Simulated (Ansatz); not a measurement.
Bulk crystal (BAs) after relaxation:

```yaml
crystal:
  lattice:
    - [0.00000, 2.40441, 2.40441]
    - [2.40441, 0.00000, 2.40441]
    - [2.40441, 2.40441, 0.00000]
  atoms:
    - { symbol: B, position: [0.00000, 0.00000, 0.00000] }
    - { symbol: As, position: [0.75000, 0.75000, 0.75000] }
```

Miller indices refer to the conventional cell of F-43m (No. 216), a = 4.809 Å, b = 4.809 Å, c = 4.809 Å, α = 90.00°, β = 90.00°, γ = 90.00°. The bulk's gap is 1.20 eV.

The (110) slab of 7 planes, 10.2 Å thick with 15 Å of vacuum as cut; outer planes BAs (top) and BAs (bottom).

All numbers below come from DFT PBE, scalar-relativistic, plane waves, PAW (Ansatz). Plane waves to 420 eV, a k mesh through Γ of 8×6×1 on the computed 14-atom cell and Gaussian smearing (0.05 eV); no spin polarisation. The cell repeats along c with a dipole correction in the vacuum.

With the atoms at the bulk's places:

```yaml
Surface_energy_mean_of_both_faces: 2.30 J/m²
Gap_of_the_slab_on_the_mesh: none (metal or semimetal)
Work_function: 5.13 eV
```

**Question.** What changes when all atoms relax within this surface cell and its symmetry?

**Answer.** The energy falls by 0.839 J/m² a face, and the largest move is 0.45 Å.

| Item | Value |
| --- | --- |
| Surface energy (mean of both faces) | 1.46 J/m² |
| Gap of the slab on the mesh | 0.20 eV |
| Bulk valence band top under the vacuum level | 4.95 eV |
| Bulk conduction band bottom under the vacuum level | 3.75 eV |

```
plane (bottom to top) atoms spacing to next, bulk (Å) relaxed (Å) change (%) rumpling (Å)
                    1    BAs                      1.700        1.585        -6.8         0.553
                    2    BAs                      1.700        1.710        +0.6         0.011
                    3    BAs                      1.700        1.701         0.0         0.021
                    4    BAs                      1.700        1.701         0.0         0.000
                    5    BAs                      1.700        1.710        +0.6         0.021
                    6    BAs                      1.700        1.585        -6.8         0.011
                    7    BAs                                                             0.553
```

Gaps are read on the k points sampled, so a band crossing between them can be missed.